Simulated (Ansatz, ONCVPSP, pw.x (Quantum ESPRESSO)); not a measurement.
**lanthanum (La): one change to the ONCV potential, in the atom and in the sc crystal**

La (Z = 57), optimised norm-conserving Vanderbilt (ONCV), made with ONCVPSP 4.0.1 (PBE, scalar-relativistic). Core [Kr] 4d10, reference 5s2 5p6 5d1 6s2. Waves: 5s+6s: rc 2.20 bohr, ncon 3, nbas 6, qcut 4.1 1/bohr, 2 projectors; 5p: rc 2.55 bohr, ncon 5, nbas 9, qcut 5.3 1/bohr, 2 projectors, debl 3.7 Ha; 5d: rc 3.95 bohr, ncon 4, nbas 8, qcut 3.7 1/bohr, 2 projectors, debl 2.3 Ha; f scattering state at 0.33 Ha: rc 3.30 bohr, ncon 4, nbas 7, qcut 3.1 1/bohr, 2 projectors, debl 1.3 Ha. Local part: polynomial inside 2.15 bohr (lpopt 5, dvloc0 3 Ha). Core correction: Teter function fitted to the true core (icmod 2), fcfact 0.75.

In the f channel the program set the typed energies aside and used -0.160, 1.140 Ha.

Change: f: qcut 3.8.

Cutoffs, loose and tight: the cutoffs (Ha) at which the residual kinetic energy of the hardest occupied pseudo-wave falls to 1 and 0.1 mHa per electron. They do not see the model core or the augmentation charge, which bear on the density cutoff. Test errors are all-electron minus pseudo excitation energies from the reference, over the configurations 5s2 5p6 5d1 6s1; 5s2 5p6 5d1 6s0; 5s2 5p6 5d0 6s0; 4f1 5s2 5p6 5d1 6s0; variants that change the core or the reference have their own tests.

Crystal test: sc La in pw.x 7.5, no spin, 10³ k-points, Fermi–Dirac smearing 0.01 Ry, cutoffs set for each file from its atomic test. The reference is all-electron LAPW (Ansatz 0.2.0) with the same functional, mesh and smearing; V0 and B0 come from Birch–Murnaghan fits to the pressures at five volumes. Errors are pseudo minus all-electron; Δ is the rms difference of the E(V) curves that follow from these fits, minima aligned, over ±6 % about the mean V0. Mesh and smearing are coarse, so the numbers serve the comparison and aren't converged zero-temperature values; the lattice is a test structure that the element need not adopt.

All-electron: a0 = 3.331 Å (V0 = 36.94 Å³/atom), B0 = 22.3 GPa.

Question: Does the change bring the crystal closer to the all-electron result?

Answer: The mean pressure error goes from -1.91 to -0.97 GPa, so the change moves the solid closer to the all-electron pressures. Neither pressure curve crosses zero within the volumes sampled, so no fits are given.

| quantity | base | changed |
| --- | --- | --- |
| outcome (atom) | generated, projector energies reset by the program | generated, projector energies reset by the program |
| cutoff, loose (atom) | 9.7 Ha | 9.7 Ha |
| cutoff, tight (atom) | 17 Ha | 17 Ha |
| bound ghosts (atom) | none | none |
| largest test error (meV) (atom) | +1959 | +1731 |
| cutoffs in pw.x (Ry) | 50/200 | 50/200 |
| mean pressure error (GPa) | -1.91 | -0.97 |

Base: The largest radius (3.95 bohr) exceeds half the bond length (3.15 bohr), so the spheres overlap, which is one possible source of error among others. This is a poor potential for the solid. The cutoffs count occupied waves only; projector 2 of the f channel, the hardest unoccupied one, needs 25 Ha at the loose tolerance. Changed file: The largest radius (3.95 bohr) exceeds half the bond length (3.15 bohr), so the spheres overlap, which is one possible source of error among others. This is a poor potential for the solid. The cutoffs count occupied waves only; projector 2 of the f channel, the hardest unoccupied one, needs 25 Ha at the loose tolerance.
